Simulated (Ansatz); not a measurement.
## HfN: a sublattice moved along a line

Computed with Ansatz 0.2.0, DFT PBEsol, scalar-relativistic, plane waves, PAW. Cutoff 420 eV, Γ-centred 18×18×10 k-points, Gaussian smearing of 0.15 eV. Spin–orbit coupling is left out, which can shift energies with elements as heavy as these. No spin polarisation. Energies are free energies at this smearing, counted from the undisturbed cell; pressure is positive in compression.

Zero of the scan (relaxed at this level; this form isn't the usual structure):

```
Hf N
1.0
     3.12771    0.00000    0.00000
    -1.56385    2.70867    0.00000
     0.00000    0.00000    5.39094
Hf N
2 2
Cartesian
  1.5639 0.9029 4.0432
  0.0000 1.8058 1.3477
  0.0000 0.0000 0.0000
  0.0000 0.0000 2.6955
```

Every Hf atom is moved by x along the Cartesian unit vector (-0.500, -0.866, 0.000); the cell and all other atoms stay fixed. The cell is metallic on the mesh throughout.

| x (Å) | ΔE (meV/cell) | force along x on the moved atoms (eV/Å) | pressure (GPa) |
| --- | --- | --- | --- |
| -0.3000 | 962.6 | 6.64 | 11.8 |
| -0.1500 | 233.7 | 3.14 | 2.9 |
| 0.0000 | 0.0 | 0.00 | 0.0 |
| 0.0750 | ? | ? | 0.7 |
| 0.2250 | 531.9 | -4.84 | 6.6 |

**Question.** Give the withheld values.

**Answer.** ΔE (meV/cell) at x (Å) = 0.0750: 58.3; force along x on the moved atoms (eV/Å) at x (Å) = 0.0750: -1.55.